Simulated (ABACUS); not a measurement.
# GaAs (F-43m) in ABACUS: a series of runs

Runs on GaAs. Level: PBE. Tasks: equation of state.

Program: ABACUS 3.10.1. These are calculated values, not measurements. Logs are shortened: lines on timing, memory, paths and dates and some standing lists are left out, and cuts for length are marked.

**1. Starting point**

The structure is cubic, space group F-43m (No. 216). The conventional cell has a = 5.654 Å, b = 5.654 Å, c = 5.654 Å, α = 90.00°, β = 90.00°, γ = 90.00°. As (site symmetry -43m) is surrounded by 4 Ga at 2.45 Å. Ga (site symmetry -43m) is surrounded by 4 As at 2.45 Å.

**2. Equation of state, PBE, 21.23 Å³/atom (volume scaled by 0.94)**

INPUT reads:

```
INPUT_PARAMETERS
suffix              GaAs
calculation         scf
basis_type          lcao
pseudo_dir          ./
orbital_dir         ./
symmetry            1
dft_functional      pbe
ecutwfc             114
pseudo_rcut         10
nspin               1
nbands              27
ks_solver           genelpa
smearing_method     fd
smearing_sigma      0.00367493
scf_thr             1e-07
scf_nmax            100
mixing_type         broyden
mixing_beta         0.7
cal_force           1
cal_stress          1
out_mul             1
```

STRU reads:

```
ATOMIC_SPECIES
As 74.9216 As.upf
Ga 69.7230 Ga.upf

NUMERICAL_ORBITAL
As_confined-atom_7au_3s3p2d.orb
Ga_confined-atom_8au_3s3p2d.orb

LATTICE_CONSTANT
1.8897261246

LATTICE_VECTORS
0.0000000000 2.7691429914 2.7691429914
2.7691429914 0.0000000000 2.7691429914
2.7691429914 2.7691429914 0.0000000000

ATOMIC_POSITIONS
Direct

As
0.0
1
0.7500000000 0.7500000000 0.7500000000 1 1 1

Ga
0.0
1
0.0000000000 0.0000000000 0.0000000000 1 1 1
```

KPT reads:

```
K_POINTS
0
Gamma
7 7 7 0 0 0
```

Potentials or basis: PseudoDojo NC SR 0.5 PBE stringent, DZP LCAO (the cutoffs set its grid).

Command:

```bash
OMP_NUM_THREADS=1 mpirun -np 4 abacus > log
```

running log:

```text
ABACUS v3.10.1

               Atomic-orbital Based Ab-initio Computation at UStc

 ------------------------------------------------------------------------------------

 READING GENERAL INFORMATION
                           global_out_dir = OUT.GaAs/
                           global_in_card = INPUT
                               pseudo_dir = ./
                              orbital_dir = ./
                                    DSIZE = 4
                                    GSIZE = 1

 READING UNITCELL INFORMATION
                                    ntype = 2
                  lattice constant (Bohr) = 1.88973
              lattice constant (Angstrom) = 1

 READING ATOM TYPE 1
                               atom label = As
                      L=0, number of zeta = 3
                      L=1, number of zeta = 3
                      L=2, number of zeta = 2
             number of atom for this type = 1

 READING ATOM TYPE 2
                               atom label = Ga
                      L=0, number of zeta = 3
                      L=1, number of zeta = 3
                      L=2, number of zeta = 2
             number of atom for this type = 1

                        TOTAL ATOM NUMBER = 2
DIRECT COORDINATES
    atom                   x                   y                   z     mag                  vx                  vy                  vz
taud_As1            0.7500000000        0.7500000000        0.7500000000  0.0000        0.0000000000        0.0000000000        0.0000000000
taud_Ga1            0.0000000000        0.0000000000        0.0000000000  0.0000        0.0000000000        0.0000000000        0.0000000000

                          Volume (Bohr^3) = 286.591
                             Volume (A^3) = 42.4684

 Lattice vectors: (Cartesian coordinate: in unit of a_0)
                   +0            +2.76914            +2.76914
             +2.76914                  +0            +2.76914
             +2.76914            +2.76914                  +0
 Reciprocal vectors: (Cartesian coordinate: in unit of 2 pi/a_0)
            -0.180561           +0.180561           +0.180561
            +0.180561           -0.180561           +0.180561
            +0.180561           +0.180561           -0.180561
 The esolver type has been set to : ksdft_lcao

                PAO radial cut off (Bohr) = 10

 Read in pseudopotential file is As.upf
                     pseudopotential type = NC
          exchange-correlation functional = PBE
                 nonlocal core correction = 1
                        valence electrons = 23
                                     lmax = 2
                           number of zeta = 5
                     number of projectors = 6
                           L of projector = 0
[... 5 lines left out ...]
                PAO radial cut off (Bohr) = 10

 Read in pseudopotential file is Ga.upf
                     pseudopotential type = NC
[... 186 lines left out ...]
                     search radius (Bohr) = 19.2
              searching radius is (Bohr)) = 19.2
         searching radius unit is (Bohr)) = 1.89
                         PeriodicBoundary = 1
                        Radius(unit:lat0) = 10.2
                                   glayer = [ 5, 5, 5 ]
                             glayer_minus = [ 4, 4, 4 ]

Find the coordinate range of the input atom(unit:lat0).
                                  min_tau = [ -22.2, -22.2, -22.2 ]
                                  max_tau = [ 26.3, 26.3, 26.3 ]
                                BoxNumber = [ 9, 9, 9 ]

 SETUP EXTENDED REAL SPACE GRID FOR GRID INTEGRATION
                          real space grid = [ 54, 54, 54 ]
                 big cell numbers in grid = [ 27, 27, 27 ]
             meshcell numbers in big cell = [ 2, 2, 2 ]
                        extended fft grid = [ 36, 36, 36 ]
                dimension of extened grid = [ 100, 100, 100 ]
                            UnitCellTotal = 125
              Atom number in sub-FFT-grid = 2
    Local orbitals number in sub-FFT-grid = 44
                                ParaV.nnr = 32670
                                 init_chg = atomic

 LCAO ALGORITHM --------------- ION=   1  ELEC=   1--------------------------------

 Density error is 0.0243749131064
----------------------------------------------------------
     Energy           Rydberg                 eV
----------------------------------------------------------
 E_KohnSham     -1107.1840036569     -15064.0111841866
 E_Harris       -1107.2287228836     -15064.6196204796
 E_Fermi        0.8081670389         10.9956766645
----------------------------------------------------------
[... 80 lines left out ...]
 Density error is 3.53992945369e-08
----------------------------------------------------------
     Energy           Rydberg                 eV
----------------------------------------------------------
 E_KohnSham     -1107.1922258522     -15064.1230528924
 E_KS(sigma->0) -1107.1922258404     -15064.1230527319
 E_Harris       -1107.1922291238     -15064.1230974048
 E_band         -151.9228734597      -2067.0167355856
 E_one_elec     -972.3599751160      -13229.6361687154
 E_Hartree      471.2182963643       6411.2538324070
 E_xc           -107.0954217158      -1457.1079650473
 E_Ewald        -498.9551253611      -6788.6327512158
 E_entropy(-TS) -0.0000000236        -0.0000003209
 E_descf        0.0000000000         0.0000000000
 E_exx          0.0000000000         0.0000000000
 E_Fermi        0.8340980105         11.3484856332
----------------------------------------------------------

 charge density convergence is achieved
 final etot is -15064.123053 eV
 EFERMI = 11.348485633 eV

 STATE ENERGY(eV) AND OCCUPATIONS    NSPIN == 1
 1/20 kpoint (Cartesian) = 0.0000 0.0000 0.0000 (1493 pws)
       1       -174.112     0.00583090
       2       -133.122     0.00583090
       3       -117.493     0.00583090
       4       -117.493     0.00583090
       5       -117.493     0.00583090
       6       -83.8275     0.00583090
[... 164 lines left out ...]
      26        16.7492    1.72000e-48
      27        19.4923    2.56715e-72

[... levels at 14 further k points ...]

 correction force for each atom along direction 1 is 0.00252314
 correction force for each atom along direction 2 is 0.00322322
 correction force for each atom along direction 3 is 0.00282876
------------------------------------------------------------------------------------------
 TOTAL-FORCE (eV/Angstrom)
------------------------------------------------------------------------------------------
                       As1         0.0000000000         0.0000000000         0.0000000000
                       Ga1         0.0000000000         0.0000000000         0.0000000000
------------------------------------------------------------------------------------------

----------------------------------------------------------------
 TOTAL-STRESS (KBAR)
----------------------------------------------------------------
       101.0181655020         0.0000000000        -0.0000000000
         0.0000000000       101.0181655020        -0.0000000000
        -0.0000000000         0.0000000000       101.0181655020
----------------------------------------------------------------
 TOTAL-PRESSURE: 101.018166 KBAR

 --------------------------------------------
 !FINAL_ETOT_IS -15064.1230528923515521 eV
 --------------------------------------------
```

stdout:

```text
ABACUS v3.10.1

               Atomic-orbital Based Ab-initio Computation at UStc

%%%%%%%%%%%%%%%%%%%%%%%%%%%%%%%%%%%%%%%%%%%%%%%%%%%%%%%%%%%%%%%%%%%%%%%%%%%%%%%%%%%%%%%%%%%%%%%%%%%%%%%%%
 Warning: the number of valence electrons in pseudopotential > 5 for As: [Ar] 3d10 4s2 4p3
[... 36 lines left out ...]
 TOTAL-STRESS (KBAR)
----------------------------------------------------------------
       101.0181655020         0.0000000000        -0.0000000000
         0.0000000000       101.0181655020        -0.0000000000
        -0.0000000000         0.0000000000       101.0181655020
----------------------------------------------------------------
 TOTAL-PRESSURE: 101.018166 KBAR
```

mulliken.txt:

```text
 0
CALCULATE THE MULLIkEN ANALYSIS FOR EACH ATOM
 Total charge:	44
Decomposed Mulliken populations
0                             Zeta of As              Spin 1
[... 61 lines left out ...]
dx^2-y^2                               0              1.9984
dxy                                    0              1.9950
SUM OVER M                                            9.9808
dz^2                                   1              0.0711
dxz                                    1              0.0755
dyz                                    1              0.0731
dx^2-y^2                               1              0.0444
dxy                                    1              0.0945
SUM OVER M                                            0.3586
SUM OVER M+Zeta                                      10.3394

SUM OVER M+Zeta+L                                    21.3656

Total Charge on atom:                 Ga             21.3656
```

Run time: 23 s. Hardware: 4 MPI ranks of Intel Xeon Platinum 8259CL at 2.50GHz (Skylake/Cascade Lake), shared host; peak memory 0.52 GiB.

What came out:

| Property | Result |
| --- | --- |
| Free energy | -15064.1231 eV |
| Pressure | 10.1 GPa |
| Band gap on the k mesh | 1.06 eV, direct |
| Mulliken charges | As +0.37; Ga -0.37 e |

Caveat: the atomic orbitals were generated for these runs and aren't a published set; Mulliken charges move with the basis; an odd mesh through Γ misses points on the zone boundary, where band edges often lie; the basis of atomic orbitals isn't converged, which shifts pressures, moduli and gaps.

**3. Equation of state, PBE, 22.14 Å³/atom (volume scaled by 0.98)**

INPUT is that of step 2.

STRU: that of step 2 with these lines changed.

```diff
@@ -12,5 +12,5 @@
 LATTICE_VECTORS
-0.0000000000 2.7691429914 2.7691429914
-2.7691429914 0.0000000000 2.7691429914
-2.7691429914 2.7691429914 0.0000000000
+0.0000000000 2.8078772807 2.8078772807
+2.8078772807 0.0000000000 2.8078772807
+2.8078772807 2.8078772807 0.0000000000
```

KPT is that of step 2.

Potentials or basis: PseudoDojo NC SR 0.5 PBE stringent, DZP LCAO (the cutoffs set its grid).

Command:

```bash
OMP_NUM_THREADS=1 mpirun -np 4 abacus > log
```

Run time: 26 s. Hardware: 4 MPI ranks of Intel Xeon Platinum 8259CL at 2.50GHz (Skylake/Cascade Lake), shared host; peak memory 0.52 GiB.

It converged, with:

| Quantity | Value |
| --- | --- |
| Free energy | -15064.2127 eV |
| Pressure | 6.0 GPa |
| Band gap on the k mesh | 0.73 eV, direct |
| Mulliken charges | As +0.35; Ga -0.35 e |

Caveat: the atomic orbitals were generated for these runs and aren't a published set; Mulliken charges move with the basis; an odd mesh through Γ misses points on the zone boundary, where band edges often lie; the basis of atomic orbitals isn't converged, which shifts pressures, moduli and gaps.

**4. Equation of state, PBE, 23.04 Å³/atom (volume scaled by 1.02)**

INPUT is that of step 3.

STRU: that of step 3 with these lines changed.

```diff
@@ -12,5 +12,5 @@
 LATTICE_VECTORS
-0.0000000000 2.8078772807 2.8078772807
-2.8078772807 0.0000000000 2.8078772807
-2.8078772807 2.8078772807 0.0000000000
+0.0000000000 2.8455714065 2.8455714065
+2.8455714065 0.0000000000 2.8455714065
+2.8455714065 2.8455714065 0.0000000000
```

KPT is that of step 3.

Command:

```bash
OMP_NUM_THREADS=1 mpirun -np 4 abacus > log
```

Run time: 23 s. Hardware: 4 MPI ranks of Intel Xeon Platinum 8259CL at 2.50GHz (Skylake/Cascade Lake), shared host; peak memory 0.56 GiB.

Results (log left out):

- Free energy: -15064.2611 eV
- Pressure: 2.8 GPa
- Band gap on the k mesh: 0.41 eV, direct
- Mulliken charges: As +0.32; Ga -0.32 e

Caveat: the atomic orbitals were generated for these runs and aren't a published set; Mulliken charges move with the basis; the basis of atomic orbitals isn't converged, which shifts pressures, moduli and gaps.

**5. Equation of state, PBE, 23.94 Å³/atom (volume scaled by 1.06)**

INPUT is that of step 4.

STRU: that of step 4 with these lines changed.

```diff
@@ -12,5 +12,5 @@
 LATTICE_VECTORS
-0.0000000000 2.8455714065 2.8455714065
-2.8455714065 0.0000000000 2.8455714065
-2.8455714065 2.8455714065 0.0000000000
+0.0000000000 2.8822925071 2.8822925071
+2.8822925071 0.0000000000 2.8822925071
+2.8822925071 2.8822925071 0.0000000000
```

KPT is that of step 4.

Command:

```bash
OMP_NUM_THREADS=1 mpirun -np 4 abacus > log
```

Run time: 17 s. Hardware: 4 MPI ranks of Intel Xeon Platinum 8259CL at 2.50GHz (Skylake/Cascade Lake), shared host; peak memory 0.52 GiB.

Results (log left out):

- Free energy: -15064.2780 eV
- Pressure: 0.2 GPa
- Band gap on the k mesh: 0.12 eV, direct
- Mulliken charges: As +0.30; Ga -0.30 e

Caveat: the atomic orbitals were generated for these runs and aren't a published set; Mulliken charges move with the basis; the basis of atomic orbitals isn't converged, which shifts pressures, moduli and gaps.

**6. Equation of state, PBE**

Potentials or basis: PseudoDojo NC SR 0.5 PBE stringent, DZP LCAO (the cutoffs set its grid).

No new run: the results of the series are fitted here.

What came out:

| Property | Result |
| --- | --- |
| Equilibrium volume | 24.10 Å³/atom (rough: see the caveat) |
| Bulk modulus | 53 GPa (rough) |

Energy against volume, from the lowest point:
```tsv
volume (Å³/atom)	energy (meV/atom)
21.234	77.46
22.138	32.61
23.041	8.44
23.945	0.00
```

Caveat: the atomic orbitals were generated for these runs and aren't a published set; the minimum lies outside the volumes run; the basis of atomic orbitals isn't converged, which shifts pressures, moduli and gaps.
